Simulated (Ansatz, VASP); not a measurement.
Two plane-wave programs on CdS

Contents of INCAR:

```
PREC = Accurate
ENCUT = 520
EDIFF = 1E-7
ISMEAR = -1
SIGMA = 0.05
LREAL = F
LASPH = T
NELM = 100
ALGO = Normal
ISIF = 2
LWAVE = F
LCHARG = F
GGA = PE
NBANDS = 16
```

KPOINTS

```
Automatic mesh
0
Gamma
  8 8 8
```

File POSCAR:

```
CdS
1.0
    0.0000000000      2.7347652956      2.7347652956
    2.7347652956      0.0000000000      2.7347652956
    2.7347652956      2.7347652956      0.0000000000
Cd S
1 1
Direct
    0.0000000000      0.0000000000      0.0000000000
    0.5000000000      0.5000000000      0.5000000000
```

Contents of input.yaml:

```yaml
crystal:
  lattice:
    - [0.0, 2.7347652956, 2.7347652956]
    - [2.7347652956, 0.0, 2.7347652956]
    - [2.7347652956, 2.7347652956, 0.0]
  atoms:
    - { symbol: Cd, position: [0.0, 0.0, 0.0] }
    - { symbol: S, position: [0.5, 0.5, 0.5] }
hamiltonian:
  xc: pbe
  pseudopotentials: { kind: paw }
kpoints:
  mp_grid: { grid: [8, 8, 8] }
scf:
  occupations: { method: fermi_dirac, width: 0.05 }
output:
  forces: true
  stress: true
  eigenvalues: true
```

Change from the starting cell: volume scaled by 0.98.

Alike in both runs: task single point; functional PBE; k mesh 8 × 8 × 8; occupations fermi-dirac, width 0.05 eV; no spin polarisation.

|  | VASP | Ansatz |
| --- | --- | --- |
| version | VASP 6.6.1 | Ansatz 0.2.0 |
| potentials or method | VASP PAW PBE potentials, release 64 (Cd, S) | Ansatz PAW |
| plane-wave cutoff (eV) | 520 | 420 |
| valence electrons in the cell | 18 | 26 |

|  | VASP | Ansatz | Ansatz less VASP |
| --- | --- | --- | --- |
| gap on the k mesh at the Fermi level (eV) | 0.26 | 0.26 | +0.007 |
| least direct gap on the mesh (eV) | 1.66 | 1.69 | +0.025 |
| pressure (GPa) | 1.5 | 1.0 | -0.41 |

The functional is the same, so the differences come from potentials, cutoffs and numerics. The two sets of potentials don't hold the same shells in valence.

A k mesh can miss the band edges.
